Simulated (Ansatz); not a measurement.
# Varying the input for Os

All trials start from this Ansatz input:

```yaml
crystal:
  lattice:
    - [0.0, 1.9220413878, 1.9220413878]
    - [1.9220413878, 0.0, 1.9220413878]
    - [1.9220413878, 1.9220413878, 0.0]
  atoms:
    - { symbol: Os, position: [0.0, 0.0, 0.0] }
basis:
  ecutwfc: 420
kpoints:
  mp_grid: { grid: [10, 10, 10] }
hamiltonian:
  xc: pbe
scf:
  occupations: { method: gaussian, width: 0.1 }
output:
  forces: true
  stress: true
  eigenvalues: true
```

Command:

```bash
ansatz run input.yaml --threads 1 --pin off --max-ram 1331MiB --backend cpu --events-out ev --progress --plain --runs-dir out
```

The run converges in 6 SCF iterations on 47 irreducible k-points: pressure 4.27 GPa, no gap.

These settings were drawn at random to show what each does; none of the numbers is a converged property of the crystal. Each trial's input is given as a difference from the reference's; energies are extrapolated to zero smearing where there is one, and pressure is positive in compression.

Trial 1 (volume scaled):

```diff
 crystal:
   lattice:
-    - [0.0, 1.9220413878, 1.9220413878]
-    - [1.9220413878, 0.0, 1.9220413878]
-    - [1.9220413878, 1.9220413878, 0.0]
+    - [0.0, 1.7138710658, 1.7138710658]
+    - [1.7138710658, 0.0, 1.7138710658]
+    - [1.7138710658, 1.7138710658, 0.0]
 basis:
-  ecutwfc: 420
+  ecutwfc: 330
```

The run converges in 6 SCF iterations on 47 irreducible k-points: energy 3.04 eV per atom above the reference, pressure 313 GPa, no gap. It warns that the cutoff lies under the recommended one, 420 eV for these potentials.

Trial 2:

```diff
 basis:
-  ecutwfc: 420
+  ecutwfc: "23 Ha"
```

The run converges in 6 SCF iterations on 47 irreducible k-points: energy 2.73 meV per atom below the reference, pressure 4.22 GPa, no gap.

Trial 3:

```diff
-basis:
-  ecutwfc: 420
+basis: {}
 kpoints:
-  mp_grid: { grid: [10, 10, 10] }
+  mp_grid: { kspacing: 1.0 }
 hamiltonian:
-  xc: pbe
+  xc: r2scan
+  hubbard: { sites: [{ species: Os, l: d, u_eff: 4.2 }] }
 scf:
-  occupations: { method: gaussian, width: 0.1 }
+  occupations: { method: gaussian, width: 0.12 }
+  lower_state_search: standard
 output:
+  dos: { method: smearing }
```

The run converges in 35 SCF iterations on 4 irreducible k-points: at 500 eV, the cutoff that these potentials take when none is typed, pressure 30.11 GPa, no gap. It warns that the count of filled bands differs between k-points. Under a U the state reached may not be the lowest.

Trial 4:

```diff
-basis:
-  ecutwfc: 420
+basis: {}
 hamiltonian:
+  pseudopotentials: { kind: nc }
 scf:
-  occupations: { method: gaussian, width: 0.1 }
+  occupations: { method: tetrahedron }
+  mixing: { algorithm: broyden, beta: 0.056, preconditioner: none }
+  initial_density: { chi_scale: 0, normalization: atom }
+  max_iter: 79
 output:
-  forces: true
+  forces: false
```

The run converges in 10 SCF iterations on 47 irreducible k-points: at 1007 eV, the cutoff that these potentials take when none is typed, pressure 4.13 GPa, no gap. It warns that the printed bands weren't solved further after the SCF; that forces and stress under tetrahedra may miss the energy's slope.

Trial 5:

```diff
 hamiltonian:
-  xc: pbe
+  xc: pbesol
 scf:
+  max_iter: 20
```

The run converges in 6 SCF iterations on 47 irreducible k-points: pressure -6.91 GPa, no gap.

Trial 6:

```diff
 scf:
-  occupations: { method: gaussian, width: 0.1 }
+  occupations: { method: fermi_dirac, width: "0.02 Ry" }
+  mixing: { ndim: 1 }
+  max_iter: 90
```

The run converges in 12 SCF iterations on 47 irreducible k-points: energy 17.8 meV per atom below the reference (the smearing is far too wide for the extrapolation to zero width), pressure 5.93 GPa, no gap.